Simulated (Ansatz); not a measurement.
# WS2 in Ansatz: notebook

The runs below take WS2 through band structure, with PBEsol, r2SCAN, LDA, PBE.

Everything below comes from runs of Ansatz 0.2.0. Logs are shortened: lines on timing, memory, paths and dates and some standing lists are left out, and cuts for length are marked.

### 1 The structure

The cell holds a slab with vacuum, 12 atoms: a = 3.183 Å, b = 3.183 Å, c = 35.181 Å, α = 90.00°, β = 90.00°, γ = 120.00°.

### 2 Band structure, PBEsol

input.yaml

```yaml
crystal:
  lattice:
    - [3.1831225544, 0.0, 0.0]
    - [-1.5915612772, 2.7566649955, 0.0]
    - [0.0, 0.0, 35.1805582101]
  atoms:
    - { symbol: W, position: [0.3333333333, 0.6666666667, 0.59231661] }
    - { symbol: W, position: [0.3333333333, 0.6666666667, 0.2234] }
    - { symbol: W, position: [0.6666666667, 0.3333333333, 0.7766] }
    - { symbol: W, position: [0.6666666667, 0.3333333333, 0.40768339] }
    - { symbol: S, position: [0.3333333333, 0.6666666667, 0.82114964] }
    - { symbol: S, position: [0.3333333333, 0.6666666667, 0.45202369] }
    - { symbol: S, position: [0.6666666667, 0.3333333333, 0.63662107] }
    - { symbol: S, position: [0.6666666667, 0.3333333333, 0.26774184] }
    - { symbol: S, position: [0.3333333333, 0.6666666667, 0.73225816] }
    - { symbol: S, position: [0.3333333333, 0.6666666667, 0.36337893] }
    - { symbol: S, position: [0.6666666667, 0.3333333333, 0.54797631] }
    - { symbol: S, position: [0.6666666667, 0.3333333333, 0.17885036] }
hamiltonian:
  xc: pbesol
  pseudopotentials: { kind: paw }
kpoints:
  mp_grid: { grid: [10, 10, 1] }
  band_path:
    path:
      - [[0.0, 0.0, 0.0], [0.5, 0.0, 0.0], [0.3333333333, 0.3333333333, 0.0], [0.0, 0.0, 0.0], [0.0, 0.0, 0.5], [0.5, 0.0, 0.5], [0.3333333333, 0.3333333333, 0.5], [0.0, 0.0, 0.5]]
      - [[0.5, 0.0, 0.5], [0.5, 0.0, 0.0]]
      - [[0.3333333333, 0.3333333333, 0.0], [0.3333333333, 0.3333333333, 0.5]]
    npoints: 10
scf:
  occupations: { method: fermi_dirac, width: 0.05 }
  n_extra_bands: 30
output:
  forces: true
  stress: true
  eigenvalues: true
  fatbands: true
```

Potentials or basis: Ansatz PAW.

Started as:

```sh
$ ansatz run input.yaml --threads 4 --pin off --max-ram 11264MiB --backend cpu --events-out ev --progress --plain --runs-dir out
```

The log of the run:

```text
Warning: RAYON_NUM_THREADS=4 ignored (pool sized by the plan → 4); use --threads N
scf.n_extra_bands = 30 over 52 filled bands (N_el = 104.0): the run solves 82 bands
Engine: ansatz 0.2.0, x86_64-unknown-linux-gnu
Pseudopotentials: kind: paw
Pseudopotential: W, paw, valence charge 14, recommended cutoff 420 eV (normal), W.paw.azcp
Pseudopotential: S, paw, valence charge 6, recommended cutoff 420 eV (normal), S.paw.azcp
Functional definition: PBEsol
  exchange = pbesol_x
  correlation = pbesol_c
Crystal: 12 atoms, lattice volume = 308.702 Å³
Basis set: ecut = 420 eV, 6081 PW (Γ), exchange–correlation on 48×48×480 points (8 copies of the dense FFT grid, shifted against one another)
Bands: 82, of which v1, the nominal top of the filled ones, is band 52 counted from 1 (51 counted from 0)
Symmetry: 12 space group operations
Space group: P-3m1 (ITA 164), of the structure as read, at distance tolerance 6.8e-5 Å
k-points: 14 of 100
Non-local potential: W, projectors of the file, l = 0: 3, l = 1: 2, l = 2: 2, l = 3: 1
Non-local potential: S, projectors of the file, l = 0: 2, l = 1: 2, l = 2: 2
PAW form: soft (Blöchl's): semilocal exchange-correlation on the pseudo side does not see the compensation charge
PAW frozen core: W, regenerated for the run's functional, and the local potential with it (the file was generated under x = pbe(κ = 0.804, μ = 0.2195149727645171), c = pbe(β = 0.06672455060314922))
PAW frozen core: S, regenerated for the run's functional, and the local potential with it (the file was generated under x = pbe(κ = 0.804, μ = 0.2195149727645171), c = pbe(β = 0.06672455060314922))
PAW one-centre angular grid: W, 590 points (default); XC on 64 Gauss nodes
PAW one-centre angular grid: S, 110 points (default); XC on 64 Gauss nodes
Initial density: superposition of atomic densities (neutral atoms: chi_scale 0, normalization atom), corrected by the library's trained network
Initial wavefunctions: pseudopotential atomic-orbital guess
Functional: x = pbesol(κ = 0.804, μ = 0.12345679012345678), c = pbesol(β = 0.046)
SCF iter   1: F=—  HF=-48116.270004 eV  |F-HF|=—  |Δ(HF+E_count)|=         —  Δρ=7.42e-3  dr2=3.66e-1  ethr=1.77e-3  ⟨swp⟩=7.6  Hψ=5983  notcnv=0  defer=133
preconditioner: auto → Resta (q_TF=auto, 2.276 Å⁻¹)  ε∞=3.8  [insulator: Δε(μ)=1.352 eV  Ē_g=10.811 eV  σ=0.050 eV  W_gap=1.00  n_scr=24 (ndim 8)  ℏωp=17.9 eV  f_vac=0.281  D(μ)=0.00/eV (n_scr^D=0)  ε∞_Penn≈3.8  vacuum switching on, ρ_ref=8.5e-3 e/Å³]
SCF iter   2: F=—  HF=-48116.232093 eV  |F-HF|=—  |Δ(HF+E_count)|=   3.79e-2  Δρ=3.34e-3  dr2=6.02e-2  ethr=3.52e-4  ⟨swp⟩=3.4  Hψ=1852  notcnv=0  defer=256
SCF iter   3: F=—  HF=-48116.227116 eV  |F-HF|=—  |Δ(HF+E_count)|=   4.98e-3  Δρ=1.75e-3  dr2=4.58e-3  ethr=5.79e-5  ⟨swp⟩=2.1  Hψ=1289  notcnv=0  defer=256
SCF iter   4: F=—  HF=-48116.231153 eV  |F-HF|=—  |Δ(HF+E_count)|=   4.04e-3  Δρ=5.45e-4  dr2=5.77e-3  ethr=4.40e-6  ⟨swp⟩=3.2  Hψ=2026  notcnv=0  defer=256
SCF iter   5: F=—  HF=-48116.230724 eV  |F-HF|=—  |Δ(HF+E_count)|=   4.29e-4  Δρ=1.24e-4  dr2=5.42e-5  ethr=4.40e-6  ⟨swp⟩=2.0  Hψ=1087  notcnv=0  defer=256
SCF iter   6: F=—  HF=-48116.230597 eV  |F-HF|=—  |Δ(HF+E_count)|=   1.27e-4  Δρ=6.76e-5  dr2=2.27e-5  ethr=5.21e-8  ⟨swp⟩=2.2  Hψ=1833  notcnv=0  defer=256
SCF iter   7: F=—  HF=-48116.230593 eV  |F-HF|=—  |Δ(HF+E_count)|=   3.37e-6  Δρ=2.75e-5  dr2=3.83e-6  ethr=2.18e-8  ⟨swp⟩=2.0  Hψ=1329  notcnv=0  defer=256
SCF iter   8: F=—  HF=-48116.230593 eV  |F-HF|=—  |Δ(HF+E_count)|=   1.34e-8  Δρ=1.36e-5  dr2=1.20e-6  ethr=3.68e-9  ⟨swp⟩=2.8  Hψ=1682  notcnv=0  defer=256
SCF iter   9: F=—  HF=-48116.230594 eV  |F-HF|=—  |Δ(HF+E_count)|=   2.48e-7  Δρ=4.45e-6  dr2=1.41e-7  ethr=1.15e-9  ⟨swp⟩=2.1  Hψ=1262  notcnv=0  defer=256
SCF iter  10: F=-48116.230594 eV  HF=-48116.230594 eV  |F-HF|=3.14e-9  |Δ(HF+E_count)|=   6.31e-8  Δρ=1.16e-6  dr2=1.08e-8  ethr=9.62e-11  ⟨swp⟩=16.4  Hψ=6914  notcnv=0
SCF 1 converged in 10 iterations: F = -48116.230594 eV  dr2 = 1.08e-8
NSCF: frozen V_eff on 93 k-points
SCF converged after 10 iterations
Free energy (F): -48116.230594 eV
Harris-Foulkes:  -48116.230594 eV  (|F-HF|=3.14e-9)
Internal energy: -48116.230594 eV  (E = F + TS)
E sigma→0 (E₀):  -48116.230594 eV
Entropy (-TS):   -0.000000 eV (-0.000 meV/atom)
Fermi energy:    6.878613 eV
--- Per-component energies (eV) ---
  E_band       = -1292.864382
  E_kinetic    = 2660.405999
  E_local      = -57875.384596  (includes V_loc(G=0)·N_el)
  E_nonlocal   = 240.966758
  E_hartree    = 27943.297507
  E_xc         = -1831.942459
  E_vxc        = -1656.166477  (∫ρ·V_xc dr)
  E_paw        = -38417.708328  (= ΣΔE_a)
  E_vpaw       = -549.263843  (= ΣTr[D̂ρ^β])
  E_aug_tail   = -0.000250  (compensation charges beyond the density's cutoff)
  E_ewald      = 19162.752012
  E_core_change = 1.382763  (= ΣΔE_core)
  E_smearing   = -0.000000  (= −TS)
  E_closure    = -0.000000  (closes the sum)
  Σ components = -48116.230594   (vs F -48116.230594, Δ=0.00e0)
--- Forces (eV/Å), atoms counted from 1 ---
  atom   1  W     -0.00000000    -0.00000000    -0.02059039
  atom   2  W     -0.00000000    -0.00000000    -0.12756433
  atom   3  W      0.00000000     0.00000000     0.12756433
  atom   4  W      0.00000000     0.00000000     0.02059039
  atom   5  S     -0.00000000    -0.00000000    -0.26428608
  atom   6  S     -0.00000000    -0.00000000    -0.10204786
  atom   7  S      0.00000000     0.00000000    -0.08198915
  atom   8  S      0.00000000     0.00000000    -0.11879041
  atom   9  S     -0.00000000    -0.00000000     0.11879041
  atom  10  S     -0.00000000    -0.00000000     0.08198915
  atom  11  S      0.00000000     0.00000000     0.10204786
  atom  12  S      0.00000000     0.00000000     0.26428608
  max |Σ_I F_I| component: 2.08e-17 eV/Å
--- Stress (GPa, compression-positive) ---
       -2.740750       0.000000      -0.000000
        0.000000      -2.740750      -0.000000
        0.000000      -0.000000      -1.103002
  P = ⅓ Tr σ = -2.1948 GPa (-21.948 kbar)
--- Band table (eV; the first three rows and the last of 14) ---
  k-point 0: bands = ["-68.1170", "-68.1170", "-68.1153", "-68.1153", "-32.3985", "-32.3985", "-32.3981", "-32.3981", "-32.2426", "-32.2426", "-32.2426", "-32.2426", "-32.2409", "-32.2409", "-32.2409", "-32.2409", "-9.0353", "-8.9988", "-8.9586", "-8.9399", "-7.3939", "-7.3339", "-7.2636", "-7.2122", "-0.8639", "-0.7028", "-0.4947", "-0.3304", "2.8735", "2.8735", "2.8764", "2.8764", "2.9060", "2.9060", "2.9060", "2.9060", "3.0824", "3.4355", "3.9117", "4.1246", "4.1246", "4.1355", "4.1355", "4.1569", "4.1569", "4.1575", "4.1575", "4.3789", "5.4764", "5.7714", "6.0677", "6.2515", "8.6665", "8.6665", "8.6687", "8.6687", "8.6715", "8.6715", "8.6719", "8.6719", "8.8310", "8.8310", "8.8508", "8.8508", "8.8810", "8.8810", "8.9056", "8.9056", "10.8326", "10.8914", "10.9796", "11.1074", "11.2912", "11.5789", "12.8895", "14.0479", "14.1927", "14.2569", "14.2728", "14.3615", "14.4098", "14.6903"]
  k-point 1: bands = ["-68.1154", "-68.1154", "-68.1137", "-68.1137", "-32.3926", "-32.3926", "-32.3922", "-32.3922", "-32.2755", "-32.2755", "-32.2738", "-32.2738", "-32.2502", "-32.2502", "-32.2486", "-32.2486", "-8.8700", "-8.8336", "-8.7935", "-8.7747", "-7.3302", "-7.2724", "-7.2053", "-7.1567", "-0.6691", "-0.5094", "-0.3017", "-0.1367", "2.4565", "2.4626", "2.4899", "2.4900", "2.7496", "3.0053", "3.0345", "3.0394", "3.0678", "3.0679", "3.2720", "3.4279", "3.8715", "3.8838", "3.9053", "3.9061", "4.2306", "4.3146", "4.4861", "4.7427", "5.4483", "5.6803", "5.8940", "6.0156", "8.4397", "8.4716", "8.5031", "8.5268", "8.5270", "8.6053", "8.6350", "8.6679", "8.6762", "8.6983", "8.7302", "8.7617", "8.9599", "8.9708", "8.9829", "8.9881", "11.2508", "11.4491", "11.6729", "11.8118", "11.8493", "11.9975", "13.1043", "14.2203", "14.3883", "14.6688", "14.7807", "14.8519", "14.9305", "15.0604"]
  k-point 2: bands = ["-68.1112", "-68.1112", "-68.1095", "-68.1095", "-32.3770", "-32.3770", "-32.3767", "-32.3767", "-32.3609", "-32.3609", "-32.3589", "-32.3589", "-32.2702", "-32.2702", "-32.2685", "-32.2685", "-8.4096", "-8.3743", "-8.3350", "-8.3163", "-7.1536", "-7.1023", "-7.0444", "-7.0041", "-0.1761", "-0.0262", "0.1712", "0.3294", "1.5822", "1.6016", "1.6278", "1.6364", "2.1008", "2.2689", "2.4263", "2.5145", "3.3303", "3.3433", "3.3648", "3.3673", "3.4621", "3.4735", "3.4999", "3.5000", "4.1040", "4.2268", "4.4195", "4.6279", "5.1736", "5.2470", "5.3051", "5.3298", "7.8879", "8.0306", "8.2262", "8.3932", "8.4204", "8.4288", "8.4577", "8.4901", "8.5992", "8.7365", "8.8355", "8.8890", "9.5666", "9.5894", "9.6194", "9.6423", "11.8535", "12.1050", "12.8013", "12.9841", "13.0188", "13.2558", "13.7504", "14.4902", "14.5309", "14.6043", "14.7175", "14.8739", "14.9869", "15.2513"]
  k-point 13: bands = ["-68.0983", "-68.0983", "-68.0966", "-68.0966", "-32.5095", "-32.5095", "-32.5070", "-32.5070", "-32.4375", "-32.4375", "-32.4354", "-32.4354", "-32.3292", "-32.3292", "-32.3292", "-32.3292", "-6.5929", "-6.5824", "-6.5627", "-6.5614", "-6.4348", "-6.4234", "-6.4095", "-6.4086", "0.0246", "0.0514", "0.0825", "0.0952", "0.2053", "0.2243", "0.2437", "0.2442", "1.4616", "1.4655", "1.4825", "1.4840", "1.8657", "1.8876", "1.9487", "2.0133", "2.3615", "2.4686", "2.5417", "2.5479", "3.5043", "3.5193", "3.5717", "3.6316", "5.5654", "5.5976", "5.6333", "5.6563", "7.7534", "7.7613", "7.7762", "7.7767", "8.8298", "9.0028", "9.2398", "9.4583", "9.5293", "9.6349", "9.7096", "9.7505", "11.0526", "11.1149", "11.2153", "11.3183", "12.2930", "12.3294", "12.3779", "12.4144", "12.7232", "12.9539", "13.3460", "13.6923", "14.8104", "14.8640", "14.9813", "15.1038", "15.8500", "16.0593"]
```

Run time: 48 s. Hardware: 4 threads of Intel Xeon at 2.70GHz, shared host; peak memory 1.5 GiB.

Results:

- Free energy: -48116.2306 eV
- Largest force: 0.264 eV/Å
- Band gap on the k mesh: 1.39 eV, indirect (least direct gap 2.10 eV)
- Band gap along the path: 1.30 eV, indirect (least direct gap 1.74 eV)

Forces in eV/Å, atoms in the order of the input:
```
W    0.000  0.000 -0.021
W    0.000  0.000 -0.128
W    0.000  0.000  0.128
W    0.000  0.000  0.021
S    0.000  0.000 -0.264
S    0.000  0.000 -0.102
S    0.000  0.000 -0.082
S    0.000  0.000 -0.119
S    0.000  0.000  0.119
S    0.000  0.000  0.082
S    0.000  0.000  0.102
S    0.000  0.000  0.264
```

Levels at the corners of the path, in eV from the valence-band top:
```csv
point,band 49,band 50,band 51,band 52,band 53,band 54,band 55,band 56
Γ,-0.78,-0.48,-0.18,0.00,2.41,2.41,2.42,2.42
M,-1.45,-1.41,-1.38,-1.36,2.35,2.36,2.37,2.38
K,-0.53,-0.50,-0.46,-0.44,1.30,1.30,1.32,1.32
Γ,-0.78,-0.48,-0.18,0.00,2.41,2.41,2.42,2.42
A,-0.78,-0.48,-0.18,0.00,2.41,2.41,2.42,2.42
L,-1.45,-1.41,-1.38,-1.36,2.35,2.36,2.37,2.38
H,-0.53,-0.50,-0.46,-0.44,1.30,1.30,1.32,1.32
A,-0.78,-0.48,-0.18,0.00,2.41,2.41,2.42,2.42
L,-1.45,-1.41,-1.38,-1.36,2.35,2.36,2.37,2.38
M,-1.45,-1.41,-1.38,-1.36,2.35,2.36,2.37,2.38
K,-0.53,-0.50,-0.46,-0.44,1.30,1.30,1.32,1.32
H,-0.53,-0.50,-0.46,-0.44,1.30,1.30,1.32,1.32
```

Caveat: the k mesh misses the band edges, so the gap on the mesh is wider than the one along the path; spin-orbit coupling is left out, which moves the levels of the heavy elements; the PAW data sets come from PBE, with cores solved anew for the run's functional, which leaves a small shift of forces and pressure. A hybrid or GW would open this gap; PBEsol tends to underestimate it.

### 3 Band structure, r2SCAN

input.yaml, as its differences from that of step 2:

```diff
@@ -19,3 +19,3 @@
 hamiltonian:
-  xc: pbesol
+  xc: r2scan
   pseudopotentials: { kind: paw }
@@ -36,2 +36,2 @@
   eigenvalues: true
-  fatbands: true
+  fatbands: false
```

Potentials or basis: Ansatz PAW.

Started as:

```sh
$ ansatz run input.yaml --threads 4 --pin off --max-ram 11264MiB --backend cpu --events-out ev --progress --plain --runs-dir out
```

Run time: 43 s. Hardware: 4 threads of Intel Xeon at 2.70GHz, shared host; peak memory 2.2 GiB.

It converged, with:

* Free energy: -48846.5713 eV
* Largest force: 0.168 eV/Å
* Band gap on the k mesh: 1.54 eV, indirect (least direct gap 2.23 eV)
* Band gap along the path: 1.41 eV, indirect (least direct gap 1.87 eV)

Forces on the atoms (eV/Å):
```
W    0.000  0.000 -0.021
W    0.000  0.000 -0.134
W    0.000  0.000  0.134
W    0.000  0.000  0.021
S    0.000  0.000 -0.168
S    0.000  0.000 -0.022
S    0.000  0.000 -0.003
S    0.000  0.000 -0.043
S    0.000  0.000  0.043
S    0.000  0.000  0.003
S    0.000  0.000  0.022
S    0.000  0.000  0.168
```

Stress tensor (GPa, compression positive):
```
-0.22  0.00  0.00
 0.00 -0.22  0.00
 0.00  0.00 -0.30
```

Levels at the corners of the path, in eV from the valence-band top:
```csv
point,band 50,band 51,band 52,band 53,band 54,band 55
Γ,-0.49,-0.19,0.00,2.58,2.58,2.58
M,-1.48,-1.45,-1.43,2.49,2.50,2.51
K,-0.53,-0.49,-0.47,1.41,1.41,1.43
Γ,-0.49,-0.19,0.00,2.58,2.58,2.58
A,-0.49,-0.19,0.00,2.58,2.58,2.58
L,-1.48,-1.45,-1.43,2.49,2.50,2.51
H,-0.53,-0.49,-0.47,1.41,1.41,1.43
A,-0.49,-0.19,0.00,2.58,2.58,2.58
L,-1.48,-1.45,-1.43,2.49,2.50,2.51
M,-1.48,-1.45,-1.43,2.49,2.50,2.51
K,-0.53,-0.49,-0.47,1.41,1.41,1.43
H,-0.53,-0.49,-0.47,1.41,1.41,1.43
```

Caveat: the k mesh misses the band edges, so the gap on the mesh is wider than the one along the path; spin-orbit coupling is left out, which moves the levels of the heavy elements; the PAW data sets come from PBE, with cores solved anew for the run's functional, which leaves a small shift of forces and pressure. r2SCAN opens gaps a little over a GGA but as a rule still falls short of measured ones.

### 4 Band structure, LDA

input.yaml, as its differences from that of step 3:

```diff
@@ -19,3 +19,3 @@
 hamiltonian:
-  xc: r2scan
+  xc: lda
   pseudopotentials: { kind: paw }
@@ -36,2 +36,2 @@
   eigenvalues: true
-  fatbands: false
+  fatbands: true
```

Started as:

```sh
$ ansatz run input.yaml --threads 4 --pin off --max-ram 11264MiB --backend cpu --events-out ev --progress --plain --runs-dir out
```

Wall time 39 s (4 threads of Intel Xeon at 2.70GHz, shared host); peak memory 1.5 GiB.

The run converged. Its results:

| Quantity | Value |
| --- | --- |
| Free energy | -47486.4190 eV |
| Largest force | 0.539 eV/Å |
| Band gap on the k mesh | 1.35 eV, indirect (least direct gap 2.08 eV) |
| Band gap along the path | 1.27 eV, indirect (least direct gap 1.73 eV) |

Forces in eV/Å, atoms in the order of the input:
```
W    0.000  0.000 -0.020
W    0.000  0.000 -0.122
W    0.000  0.000  0.122
W    0.000  0.000  0.020
S    0.000  0.000 -0.539
S    0.000  0.000 -0.318
S    0.000  0.000 -0.297
S    0.000  0.000 -0.333
S    0.000  0.000  0.333
S    0.000  0.000  0.297
S    0.000  0.000  0.318
S    0.000  0.000  0.539
```

Stress tensor (GPa, compression positive):
```
-4.71  0.00  0.00
 0.00 -4.71  0.00
 0.00  0.00 -3.26
```

Levels at the corners of the path, in eV from the valence-band top:
| point | band 50 | band 51 | band 52 | band 53 | band 54 | band 55 |
| --- | --- | --- | --- | --- | --- | --- |
| Γ | -0.49 | -0.19 | 0.00 | 2.40 | 2.40 | 2.41 |
| M | -1.39 | -1.36 | -1.34 | 2.32 | 2.32 | 2.33 |
| K | -0.51 | -0.48 | -0.45 | 1.28 | 1.28 | 1.30 |
| Γ | -0.49 | -0.19 | 0.00 | 2.40 | 2.40 | 2.41 |
| A | -0.49 | -0.19 | 0.00 | 2.40 | 2.40 | 2.41 |
| L | -1.39 | -1.36 | -1.34 | 2.32 | 2.32 | 2.33 |
| H | -0.51 | -0.48 | -0.45 | 1.28 | 1.28 | 1.30 |
| A | -0.49 | -0.19 | 0.00 | 2.40 | 2.40 | 2.41 |
| L | -1.39 | -1.36 | -1.34 | 2.32 | 2.32 | 2.33 |
| M | -1.39 | -1.36 | -1.34 | 2.32 | 2.32 | 2.33 |
| K | -0.51 | -0.48 | -0.45 | 1.28 | 1.28 | 1.30 |
| H | -0.51 | -0.48 | -0.45 | 1.28 | 1.28 | 1.30 |

Caveat: the k mesh misses the band edges, so the gap on the mesh is wider than the one along the path; spin-orbit coupling is left out, which moves the levels of the heavy elements; the PAW data sets come from PBE, with cores solved anew for the run's functional, which leaves a small shift of forces and pressure. LDA gaps usually lie below the measured ones, often by a third to a half.

(Part 1 of 2 ends here.)
